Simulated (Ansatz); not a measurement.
# Preparing Al2O3 (R-3c) as a host crystal, part 3 of 3

Aim: the runs on the perfect crystal Al2O3 (R-3c) that a defect calculation needs first.

Ansatz 0.2.0; plane-wave PAW DFT, PBEsol; relaxation of the host's cell and atoms (the session's first sound run).

So far. Step 3 (Dielectric tensors of the host): The principal values of the electronic dielectric tensor are 3.26, 3.30 and 3.30. The principal values of the static dielectric tensor are 9.72, 9.72 and 11.81.

**7. Defect free supercell relaxed from displaced atoms**

This step: plane-wave PAW DFT, PBEsol; relaxation of the defect-free supercell from random displacements, a test of the host's stability (Ansatz 0.2.0).

The input, pristine.rattled/input.yaml:

```yaml
crystal:
  lattice:
    - [4.7738674274, 2.7561936443, 8.6765380597]
    - [-4.7738674274, 2.7561936443, 8.6765380597]
    - [0.0, -5.5123872885, 8.6765380597]
  atoms:
    - { symbol: Al, position: [0.323960443, 0.323960443, 0.323960443] }
    - { symbol: Al, position: [0.426039557, 0.426039557, 0.426039557] }
    - { symbol: Al, position: [0.073960443, 0.073960443, 0.073960443] }
    - { symbol: Al, position: [0.176039557, 0.176039557, 0.176039557] }
    - { symbol: O, position: [0.2220701173, 0.0279298827, 0.375] }
    - { symbol: O, position: [0.4720701173, 0.125, 0.2779298827] }
    - { symbol: O, position: [0.0279298827, 0.375, 0.2220701173] }
    - { symbol: O, position: [0.375, 0.2220701173, 0.0279298827] }
    - { symbol: O, position: [0.125, 0.2779298827, 0.4720701173] }
    - { symbol: O, position: [0.2779298827, 0.4720701173, 0.125] }
    - { symbol: Al, position: [0.323960443, 0.323960443, 0.823960443] }
    - { symbol: Al, position: [0.426039557, 0.426039557, 0.926039557] }
    - { symbol: Al, position: [0.073960443, 0.073960443, 0.573960443] }
    - { symbol: Al, position: [0.176039557, 0.176039557, 0.676039557] }
    - { symbol: O, position: [0.2220701173, 0.0279298827, 0.875] }
    - { symbol: O, position: [0.4720701173, 0.125, 0.7779298827] }
    - { symbol: O, position: [0.0279298827, 0.375, 0.7220701173] }
    - { symbol: O, position: [0.375, 0.2220701173, 0.5279298827] }
    - { symbol: O, position: [0.125, 0.2779298827, 0.9720701173] }
    - { symbol: O, position: [0.2779298827, 0.4720701173, 0.625] }
    - { symbol: Al, position: [0.323960443, 0.823960443, 0.323960443] }
    - { symbol: Al, position: [0.426039557, 0.926039557, 0.426039557] }
    - { symbol: Al, position: [0.073960443, 0.573960443, 0.073960443] }
    - { symbol: Al, position: [0.176039557, 0.676039557, 0.176039557] }
    - { symbol: O, position: [0.2220701173, 0.5279298827, 0.375] }
    - { symbol: O, position: [0.4720701173, 0.625, 0.2779298827] }
    - { symbol: O, position: [0.0279298827, 0.875, 0.2220701173] }
    - { symbol: O, position: [0.375, 0.7220701173, 0.0279298827] }
    - { symbol: O, position: [0.125, 0.7779298827, 0.4720701173] }
    - { symbol: O, position: [0.2779298827, 0.9720701173, 0.125] }
    - { symbol: Al, position: [0.323960443, 0.823960443, 0.823960443] }
    - { symbol: Al, position: [0.426039557, 0.926039557, 0.926039557] }
    - { symbol: Al, position: [0.073960443, 0.573960443, 0.573960443] }
    - { symbol: Al, position: [0.176039557, 0.676039557, 0.676039557] }
    - { symbol: O, position: [0.2220701173, 0.5279298827, 0.875] }
    - { symbol: O, position: [0.4720701173, 0.625, 0.7779298827] }
    - { symbol: O, position: [0.0279298827, 0.875, 0.7220701173] }
    - { symbol: O, position: [0.375, 0.7220701173, 0.5279298827] }
    - { symbol: O, position: [0.125, 0.7779298827, 0.9720701173] }
    - { symbol: O, position: [0.2779298827, 0.9720701173, 0.625] }
    - { symbol: Al, position: [0.823960443, 0.323960443, 0.323960443] }
    - { symbol: Al, position: [0.926039557, 0.426039557, 0.426039557] }
    - { symbol: Al, position: [0.573960443, 0.073960443, 0.073960443] }
    - { symbol: Al, position: [0.676039557, 0.176039557, 0.176039557] }
    - { symbol: O, position: [0.7220701173, 0.0279298827, 0.375] }
    - { symbol: O, position: [0.9720701173, 0.125, 0.2779298827] }
    - { symbol: O, position: [0.5279298827, 0.375, 0.2220701173] }
    - { symbol: O, position: [0.875, 0.2220701173, 0.0279298827] }
    - { symbol: O, position: [0.625, 0.2779298827, 0.4720701173] }
    - { symbol: O, position: [0.7779298827, 0.4720701173, 0.125] }
    - { symbol: Al, position: [0.823960443, 0.323960443, 0.823960443] }
    - { symbol: Al, position: [0.926039557, 0.426039557, 0.926039557] }
    - { symbol: Al, position: [0.573960443, 0.073960443, 0.573960443] }
    - { symbol: Al, position: [0.676039557, 0.176039557, 0.676039557] }
    - { symbol: O, position: [0.7220701173, 0.0279298827, 0.875] }
    - { symbol: O, position: [0.9720701173, 0.125, 0.7779298827] }
    - { symbol: O, position: [0.5279298827, 0.375, 0.7220701173] }
    - { symbol: O, position: [0.875, 0.2220701173, 0.5279298827] }
    - { symbol: O, position: [0.625, 0.2779298827, 0.9720701173] }
    - { symbol: O, position: [0.7779298827, 0.4720701173, 0.625] }
    - { symbol: Al, position: [0.823960443, 0.823960443, 0.323960443] }
    - { symbol: Al, position: [0.926039557, 0.926039557, 0.426039557] }
    - { symbol: Al, position: [0.573960443, 0.573960443, 0.073960443] }
    - { symbol: Al, position: [0.676039557, 0.676039557, 0.176039557] }
    - { symbol: O, position: [0.7220701173, 0.5279298827, 0.375] }
    - { symbol: O, position: [0.9720701173, 0.625, 0.2779298827] }
    - { symbol: O, position: [0.5279298827, 0.875, 0.2220701173] }
    - { symbol: O, position: [0.875, 0.7220701173, 0.0279298827] }
    - { symbol: O, position: [0.625, 0.7779298827, 0.4720701173] }
    - { symbol: O, position: [0.7779298827, 0.9720701173, 0.125] }
    - { symbol: Al, position: [0.823960443, 0.823960443, 0.823960443] }
    - { symbol: Al, position: [0.926039557, 0.926039557, 0.926039557] }
    - { symbol: Al, position: [0.573960443, 0.573960443, 0.573960443] }
    - { symbol: Al, position: [0.676039557, 0.676039557, 0.676039557] }
    - { symbol: O, position: [0.7220701173, 0.5279298827, 0.875] }
    - { symbol: O, position: [0.9720701173, 0.625, 0.7779298827] }
    - { symbol: O, position: [0.5279298827, 0.875, 0.7220701173] }
    - { symbol: O, position: [0.875, 0.7220701173, 0.5279298827] }
    - { symbol: O, position: [0.625, 0.7779298827, 0.9720701173] }
    - { symbol: O, position: [0.7779298827, 0.9720701173, 0.625] }
basis:
  ecutwfc: 420
  xc_grid: 2
hamiltonian:
  xc: pbesol
kpoints:
  mp_grid: { grid: [1, 1, 1], shift: [0.25, 0.25, 0.25] }
scf:
  occupations: { method: fermi_dirac, width: 0.01 }
  max_iter: 80
output:
  forces: true
relax:
  f_tol: 0.01
  max_steps: 120
  random_displacement: { amplitude: 0.08, seed: 6586 }
checkpoint:
  write: "../pristine.rattled.run"
  compress: false
  write_wavefunctions: false
  write_every: 100000
```

Run with:

```bash
$ ansatz run input.yaml --threads 8 --pin off --max-ram 22609MiB --backend cpu --events-out ev --progress --plain --runs-dir out
```

Numbers of over 12 decimals in the logs are rounded to 6 here.

Log:

```text
[...]
Crystal: 80 atoms, lattice volume = 684.980 Å³
Basis set: ecut = 420 eV, 13367 PW (Γ), exchange–correlation on 144×144×144 points (8 copies of the dense FFT grid, shifted against one another)
Bands: 272, of which v1, the nominal top of the filled ones, is band 192 counted from 1 (191 counted from 0)
Symmetry: 1 space group operations
k-points: 1
[...]
SCF iter   1: F=—  HF=-43825.803254 eV  |F-HF|=—  |Δ(HF+E_count)|=         —  Δρ=1.56e-2  dr2=1.25e0  ethr=1.77e-3  ⟨swp⟩=6.0  Hψ=1204  notcnv=0  defer=70
[...]
SCF iter   6: F=-43825.418542 eV  HF=-43825.418543 eV  |F-HF|=8.56e-7  |Δ(HF+E_count)|=   1.22e-5  Δρ=2.07e-5  dr2=1.97e-6  ethr=6.51e-10  ⟨swp⟩=4.0  Hψ=806  notcnv=0
SCF 1 converged in 6 iterations: F = -43825.418542 eV  dr2 = 1.97e-6
[...]
relax step   1: F+E_penalty+E_count = -43825.41854216 eV  Δ(F+E_penalty+E_count) = +0.000e0 eV  max|allowed force component| = 2.308e0 eV/Å  Δτ_max = 0.0000 Å  (6 SCF iters, dr2 threshold 2.50e-6 eV, accepted)
[...]
relax step   2: F+E_penalty+E_count = -43828.69206179 eV  Δ(F+E_penalty+E_count) = -3.274e0 eV  max|allowed force component| = 1.569e0 eV/Å  Δτ_max = 0.0657 Å  (6 SCF iters, dr2 threshold 1.00e-4 eV, accepted)
relax step   3: F+E_penalty+E_count = -43830.46642086 eV  Δ(F+E_penalty+E_count) = -1.774e0 eV  max|allowed force component| = 3.783e-2 eV/Å  Δτ_max = 0.0872 Å  (6 SCF iters, dr2 threshold 1.00e-4 eV, accepted)
relax step   4: F+E_penalty+E_count = -43830.46642773 eV  Δ(F+E_penalty+E_count) = -6.878e-6 eV  max|allowed force component| = 3.784e-2 eV/Å  Δτ_max = 0.0000 Å  (4 SCF iters, accepted)
SCF iter   1: F=—  HF=-43830.466800 eV  |F-HF|=—  |Δ(HF+E_count)|=         —  Δρ=2.30e-4  dr2=2.92e-4  ethr=1.58e-6  ⟨swp⟩=2.0  Hψ=519  notcnv=0  defer=73
[...]
SCF iter   5: F=-43830.467269 eV  HF=-43830.467269 eV  |F-HF|=1.01e-8  |Δ(HF+E_count)|=   2.35e-8  Δρ=2.01e-6  dr2=2.05e-8  ethr=2.60e-11  ⟨swp⟩=4.0  Hψ=771  notcnv=0
SCF 5 converged in 5 iterations: F = -43830.467269 eV  dr2 = 2.05e-8
relax step   5: F+E_penalty+E_count = -43830.46726908 eV  Δ(F+E_penalty+E_count) = -8.413e-4 eV  max|allowed force component| = 6.465e-4 eV/Å  Δτ_max = 0.0033 Å  (5 SCF iters, accepted)
SCF converged after 5 iterations
Free energy (F): -43830.467269 eV
[...]
Internal energy: -43830.467269 eV  (E = F + TS)
E sigma→0 (E₀):  -43830.467269 eV
Fermi energy:    10.686561 eV
[...]
--- Forces (eV/Å), atoms counted from 1 ---
  atom   1  Al     0.00007682    -0.00023025    -0.00016953
  atom   2  Al     0.00010840    -0.00009050    -0.00008520
  atom   3  Al     0.00003633    -0.00020538    -0.00048933
  atom   4  Al     0.00007146     0.00027476    -0.00061108
  atom   5  O      0.00013489     0.00034784    -0.00002512
  atom   6  O      0.00011984    -0.00013103     0.00017613
  atom   7  O      0.00017945     0.00004725     0.00006473
  atom   8  O      0.00013321    -0.00017092     0.00003477
  atom   9  O     -0.00010925     0.00027243    -0.00000340
  atom  10  O     -0.00017056    -0.00017485    -0.00002258
  atom  11  Al     0.00005244     0.00034677    -0.00031305
  atom  12  Al     0.00005250    -0.00012491     0.00009310
  atom  13  Al     0.00008549     0.00002145    -0.00009323
  atom  14  Al    -0.00042872    -0.00033817    -0.00010163
  atom  15  O     -0.00002415     0.00017025     0.00027482
  atom  16  O     -0.00003229    -0.00033330     0.00020840
  atom  17  O      0.00002492    -0.00011831     0.00014532
  atom  18  O     -0.00007026    -0.00017307    -0.00013811
  atom  19  O     -0.00001859    -0.00002429     0.00049668
  atom  20  O     -0.00021927     0.00008978     0.00025372
  atom  21  Al     0.00003532    -0.00013805     0.00003717
  atom  22  Al     0.00045868    -0.00002151    -0.00006181
  atom  23  Al    -0.00013824     0.00012153     0.00020725
  atom  24  Al    -0.00010049     0.00018550     0.00001287
  atom  25  O     -0.00008383    -0.00006893     0.00002428
  atom  26  O      0.00022322     0.00004979     0.00032283
  atom  27  O     -0.00009363     0.00010506    -0.00004483
  atom  28  O     -0.00015578    -0.00016627     0.00002185
  atom  29  O     -0.00038497     0.00008839     0.00007565
  atom  30  O      0.00014247     0.00017560     0.00023790
  atom  31  Al     0.00019285     0.00009652     0.00004229
  atom  32  Al    -0.00002101    -0.00013191    -0.00058898
  atom  33  Al     0.00038144     0.00023388    -0.00064599
  atom  34  Al     0.00003311    -0.00009836    -0.00019300
  atom  35  O      0.00024051    -0.00016779     0.00009785
  atom  36  O     -0.00006946    -0.00016671     0.00014471
  atom  37  O      0.00002006     0.00013708     0.00011873
  atom  38  O     -0.00012341     0.00009619     0.00014671
  atom  39  O      0.00010707    -0.00003981     0.00008390
  atom  40  O     -0.00001691     0.00013010    -0.00000536
[...]
atom  69  O     -0.00015326     0.00022225    -0.00002235
  atom  70  O      0.00008334     0.00014381    -0.00014335
  atom  71  Al    -0.00022101    -0.00005863    -0.00020042
  atom  72  Al     0.00003804    -0.00004022     0.00013887
  atom  73  Al    -0.00020185    -0.00036978     0.00029221
  atom  74  Al     0.00014132     0.00021749    -0.00002014
  atom  75  O     -0.00038355    -0.00023855     0.00010422
  atom  76  O     -0.00010979    -0.00007222     0.00020895
  atom  77  O      0.00015499     0.00018578     0.00000230
  atom  78  O     -0.00010071    -0.00014462     0.00033611
  atom  79  O     -0.00023877    -0.00013098     0.00000565
  atom  80  O      0.00028765     0.00001909     0.00001810
  max |Σ_I F_I| component: 4.26e-5 eV/Å
--- Relaxed structure (5 steps of the walk, 5 accepted, 0 SCFs on fresh bases) ---
  F+E_penalty+E_count = -43830.46726908 eV   max|allowed force component| = 6.465e-4 eV/Å
  atoms:
    - { symbol: Al, position: [0.323323, 0.323696, 0.324882] }
    - { symbol: Al, position: [0.425411, 0.425783, 0.426976] }
    - { symbol: Al, position: [0.073323, 0.073695, 0.074885] }
    - { symbol: Al, position: [0.175408, 0.175783, 0.176984] }
    - { symbol: O, position: [0.221390, 0.027705, 0.375939] }
    - { symbol: O, position: [0.471391, 0.124739, 0.278898] }
    - { symbol: O, position: [0.027335, 0.374738, 0.222962] }
    - { symbol: O, position: [0.374361, 0.221770, 0.028901] }
    - { symbol: O, position: [0.124368, 0.277705, 0.472963] }
    - { symbol: O, position: [0.277338, 0.471768, 0.125927] }
    - { symbol: Al, position: [0.323317, 0.323692, 0.824891] }
    - { symbol: Al, position: [0.425412, 0.425785, 0.926971] }
    - { symbol: Al, position: [0.073317, 0.073694, 0.574892] }
    - { symbol: Al, position: [0.175419, 0.175780, 0.676973] }
    - { symbol: O, position: [0.221395, 0.027705, 0.875932] }
    - { symbol: O, position: [0.471396, 0.124739, 0.778899] }
    - { symbol: O, position: [0.027338, 0.374735, 0.722958] }
    - { symbol: O, position: [0.374371, 0.221766, 0.528897] }
    - { symbol: O, position: [0.124363, 0.277706, 0.972961] }
    - { symbol: O, position: [0.277337, 0.471762, 0.625933] }
    - { symbol: Al, position: [0.323322, 0.823692, 0.324884] }
    - { symbol: Al, position: [0.425405, 0.925785, 0.426978] }
    - { symbol: Al, position: [0.073322, 0.573691, 0.074886] }
    - { symbol: Al, position: [0.175411, 0.675782, 0.176978] }
    - { symbol: O, position: [0.221397, 0.527706, 0.375931] }
    - { symbol: O, position: [0.471393, 0.624738, 0.278898] }
    - { symbol: O, position: [0.027338, 0.874737, 0.222962] }
    - { symbol: O, position: [0.374369, 0.721766, 0.028899] }
    - { symbol: O, position: [0.124369, 0.777702, 0.472962] }
    - { symbol: O, position: [0.277334, 0.971768, 0.125932] }
    - { symbol: Al, position: [0.323318, 0.823693, 0.824890] }
    - { symbol: Al, position: [0.425415, 0.925784, 0.926975] }
    - { symbol: Al, position: [0.073320, 0.573693, 0.574890] }
    - { symbol: Al, position: [0.175414, 0.675782, 0.676974] }
    - { symbol: O, position: [0.221393, 0.527710, 0.875930] }
    - { symbol: O, position: [0.471395, 0.624740, 0.778898] }
    - { symbol: O, position: [0.027334, 0.874736, 0.722962] }
    - { symbol: O, position: [0.374368, 0.721764, 0.528899] }
    - { symbol: O, position: [0.124363, 0.777708, 0.972962] }
    - { symbol: O, position: [0.277335, 0.971765, 0.625934] }
    - { symbol: Al, position: [0.823320, 0.323693, 0.324889] }
    - { symbol: Al, position: [0.925415, 0.425783, 0.426977] }
    - { symbol: Al, position: [0.573314, 0.073694, 0.074888] }
    - { symbol: Al, position: [0.675411, 0.175779, 0.176974] }
    - { symbol: O, position: [0.721398, 0.027703, 0.375930] }
    - { symbol: O, position: [0.971398, 0.124736, 0.278904] }
    - { symbol: O, position: [0.527337, 0.374734, 0.222958] }
    - { symbol: O, position: [0.874365, 0.221767, 0.028900] }
    - { symbol: O, position: [0.624366, 0.277707, 0.472962] }
    - { symbol: O, position: [0.777334, 0.471765, 0.125933] }
    - { symbol: Al, position: [0.823325, 0.323691, 0.824884] }
    - { symbol: Al, position: [0.925410, 0.425781, 0.926976] }
    - { symbol: Al, position: [0.573325, 0.073694, 0.574882] }
    - { symbol: Al, position: [0.675408, 0.175785, 0.676980] }
    - { symbol: O, position: [0.721394, 0.027705, 0.875934] }
    - { symbol: O, position: [0.971396, 0.124735, 0.778902] }
    - { symbol: O, position: [0.527332, 0.374738, 0.722964] }
    - { symbol: O, position: [0.874363, 0.221772, 0.528902] }
    - { symbol: O, position: [0.624366, 0.277707, 0.972958] }
    - { symbol: O, position: [0.777334, 0.471767, 0.625930] }
    - { symbol: Al, position: [0.823320, 0.823693, 0.324890] }
    - { symbol: Al, position: [0.925415, 0.925782, 0.426975] }
    - { symbol: Al, position: [0.573323, 0.573691, 0.074885] }
    - { symbol: Al, position: [0.675412, 0.675784, 0.176973] }
    - { symbol: O, position: [0.721397, 0.527708, 0.375926] }
    - { symbol: O, position: [0.971399, 0.624735, 0.278903] }
    - { symbol: O, position: [0.527329, 0.874741, 0.222958] }
    - { symbol: O, position: [0.874367, 0.721765, 0.028900] }
    - { symbol: O, position: [0.624364, 0.777707, 0.472961] }
    - { symbol: O, position: [0.777333, 0.971765, 0.125935] }
    - { symbol: Al, position: [0.823326, 0.823691, 0.824883] }
    - { symbol: Al, position: [0.925408, 0.925782, 0.926979] }
    - { symbol: Al, position: [0.573324, 0.573692, 0.574880] }
    - { symbol: Al, position: [0.675407, 0.675783, 0.676978] }
    - { symbol: O, position: [0.721400, 0.527705, 0.875928] }
    - { symbol: O, position: [0.971397, 0.624735, 0.778899] }
    - { symbol: O, position: [0.527335, 0.874739, 0.722961] }
    - { symbol: O, position: [0.874366, 0.721765, 0.528900] }
    - { symbol: O, position: [0.624371, 0.777705, 0.972958] }
    - { symbol: O, position: [0.777337, 0.971769, 0.625930] }
```

The job ended after 22 s (8 threads of Arm Neoverse V2, shared host; peak memory 1.3 GiB).

The steps of the relaxation:

| step | energy less that of the first step (eV) | largest force component (eV/Å) |
| --- | --- | --- |
| 1 | 0.0000 | 2.3078 |
| 2 | -3.2735 | 1.5686 |
| 3 | -5.0479 | 0.0378 |
| 4 | -5.0479 | 0.0378 |
| 5 | -5.0487 | 0.0006 |

The relaxation ends 63 meV an atom lower than the displaced start, with a largest force component of 6.5e-4 eV/Å.

**8. Summary of results**

```yaml
primitive_cell_vectors_lengths: 5.140, 5.140, 5.140 Å
electronic_dielectric_constant: principal values (3.26, 3.30, 3.30)
static_dielectric_constant: principal values (9.72, 9.72, 11.81)
gap_on_the_k_mesh_of_the_response_run_pbesol: 6.03 eV
supercell_relaxed_in_its_symmetry_less_the_displaced_and_relaxed_one: 0.000 eV
energy_an_atom_at_one_point_at_less_that_on_the_dense_mesh: 0.004 eV
```

In words: Step 7: The energy fell by 5.049 eV from the randomly displaced start; the atoms end within 0.005 Å of the sites as typed, once the mean shift is taken out. The displaced cell ends within 0.01 eV of the symmetric one relaxed in its symmetry, so no lower structure shows in this supercell. The k-mesh can miss the band edges, so this gap is an upper bound at this level. All at zero temperature.

[Logs are printed without paths, hosts, clocks, repeated set-up lines and the standing remarks that a program may print on its own settings, such as how far it seeks lower states.]

[Hosts, paths, dates, database ids (printed as entryN), source tags and the programs' standing remarks are cut or masked in the printed files.]

[Runs of the host that timed out are not shown.]

[For some hosts the program warned that the k-mesh of the response run may be too coarse for force constants and the static dielectric constant; such warnings are not always shown.]
